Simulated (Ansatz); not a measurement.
**SnO2 under changes of volume**

One of the cells (14.496 Å³/atom); the others are scaled copies at fixed shape and fractional positions:

```
CELL_PARAMETERS angstrom
1.61709 0.93363 4.80059
-1.61709 0.93363 4.80059
0.00000 -1.86726 4.80059
ATOMIC_POSITIONS crystal
Sn 0.50000 0.50000 0.50000
O 0.76283 0.76283 0.76283
O 0.23717 0.23717 0.23717
```

Measurements of this composition are mostly on another form, of space group No. 136.

```yaml
Program: Ansatz 0.2.0
Functional: LDA
Potentials_or_basis: all-electron LAPW, scalar-relativistic
Cutoff: 353 eV (chosen from the basis error)
Basis_error_allowed: 0.002 eV/atom
k_mesh: 10 × 10 × 10
Occupations: fermi-dirac, width 0.05 eV
Spin: no spin polarisation
```

```tsv
volume (Å³/atom)	energy over the lowest point (meV/atom)	pressure (GPa)	gap on the mesh (eV)	largest force (eV/Å)
13.626	0.00	-0.1	2.19	0.001
13.916	3.34	-3.5	2.04	0.246
14.206	12.41	-6.5	1.90	0.469
14.496	26.55	-9.1	1.78	0.672
14.785	45.17	-11.4	1.66	0.858
15.075	?	?	?	?
15.365	93.82	-15.3	1.44	1.181
```

Problem. What does the run at 15.075 Å³/atom give?

Solution. Energy over the lowest point 67.75 meV/atom; pressure -13.5 GPa; gap on the mesh 1.54 eV; largest force 1.027 eV/Å.

Worked out: A Birch-Murnaghan fit of order 3 (a polynomial in V^(-2/3)) to the other rows has its minimum at 13.62 Å³/atom, just outside them, with B0 = V·E''(V) = 170 GPa and B' = 4.9 at fixed shape and positions, which overstates the stiffness. It gives 67.74 meV/atom at 15.075 Å³/atom, against the run's 67.75, and -dE/dV = -13.5 GPa, against -13.5. A parabola through the other rows of the gap, of slope -5.61 eV per unit of ln V there, gives 1.55 eV, against the run's 1.54.

Energies are extrapolated to zero smearing.

Caveats: spin-orbit coupling is left out, which moves the levels of the heavy elements; forces of over 1 eV/Å show positions far from the minimum, so gaps and moduli don't describe the material at rest (some runs).

A mesh can miss the band edges.

The runs don't all hold the same shells in valence.
